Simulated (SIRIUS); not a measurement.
Sn:

```
Sn
1.0
     0.00000    3.23334    3.23334
     3.23334    0.00000    3.23334
     3.23334    3.23334    0.00000
Sn
2
Direct
  0.75000 0.75000 0.75000
  0.50000 0.50000 0.50000
```

This isn't the form of Sn at room conditions, which is tetragonal (white tin).

```yaml
Program: SIRIUS 7.10.0
Task: relaxation of cell and atoms
Functional: PBE
Dispersion: D4
Potentials_or_basis: PseudoDojo 0.4.1 PBE standard (scalar relativistic)
Cutoff: 983 eV
Density_cutoff: 3932 eV
k_mesh: 3 × 3 × 3
Occupations: fermi-dirac, width 0.05 eV
Spin: no spin polarisation
```

At the start: pressure 4.0 GPa; volume 33.80 Å³/atom.

Problem. How do energy, volume and symmetry change on relaxing?

Solution. Over 4 steps the energy falls by 39.4 meV/atom and the volume is 37.18 Å³/atom (+10.0 %); space group Fd-3m (No. 227, to 0.05 Å).

Step by step:
| step | energy change (eV) | largest force (eV/Å) | pressure (GPa) | volume (Å³) |
| --- | --- | --- | --- | --- |
| 1 | 0.0000 | 0.0000 | 4.01 | 67.61 |
| 2 | -0.0276 | 0.0000 | 3.13 | 68.84 |
| 3 | -0.0783 | 0.0000 | 0.28 | 73.81 |
| 4 | -0.0788 | 0.0000 | 0.02 | 74.36 |

Final structure:
```
Sn
1.0
     0.00000    3.33755    3.33755
     3.33755    0.00000    3.33755
     3.33755    3.33755    0.00000
Sn
2
Direct
  0.75000 0.75000 0.75000
  0.50000 0.50000 0.50000
```

Caveat: the k mesh is coarse (spacing up to 0.56 Å⁻¹), so the values aren't converged; pairwise dispersion overbinds metals, which lowers pressure and volume.
